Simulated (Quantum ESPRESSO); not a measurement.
Runs of Quantum ESPRESSO 7.5 on CoO. The structure is tetragonal, space group I4/mmm (No. 139). Conventional cell: a = 3.016 Å, b = 3.016 Å, c = 4.215 Å, α = 90.00°, β = 90.00°, γ = 90.00°. Co (site symmetry 4/mmm) is surrounded by 6 O at 2.11 to 2.13 Å. O (site symmetry 4/mmm) is surrounded by 6 Co at 2.11 to 2.13 Å. 

| level | potentials or basis | form of the LDA correlation | gap on the mesh (eV) | pressure (GPa) | moment (μB) |
| --- | --- | --- | --- | --- | --- |
| RPBE | GBRV 1.5 PBE | - | none | 0.1 | 3.00 |
| WC | GBRV 1.5 PBE | - | none | -0.1 | 2.94 |
| PBEsol | GBRV 1.5 PBEsol | - | none | -0.1 | 2.94 |
| LDA | GBRV 1.5 LDA | PZ81 | none | -0.2 | (a) |
| AM05 | GBRV 1.5 PBE | - | none | -0.1 | 2.94 |

Alike in all rows: task phonons; spin collinear, ferromagnetic start; cell relaxed; k mesh 8 × 8 × 8, shifted; cutoff (eV) 762; smearing fermi-dirac 0.05 eV; the mesh is coarse, so values aren't converged.

Task: Estimate the missing entries.

Result: (a) 2.29.

Caveats: all runs use coarse meshes; the mesh is thin for the phonons of a metal; the cell relaxed to another space group than the one typed; a cell with one magnetic atom can't hold antiferromagnetic order, which such compounds often take; semilocal functionals often make such compounds metallic where correlation or magnetic order opens a gap, which also shifts bond lengths; the potentials were made for another functional, which shifts forces and pressure (some runs); the acoustic modes lie far from zero, so the frequencies are unreliable (some runs); some modes are imaginary (some runs).

A gap of «none» marks a metal or a gap under the smearing width.

Runs at the PBE level aren't shown here.
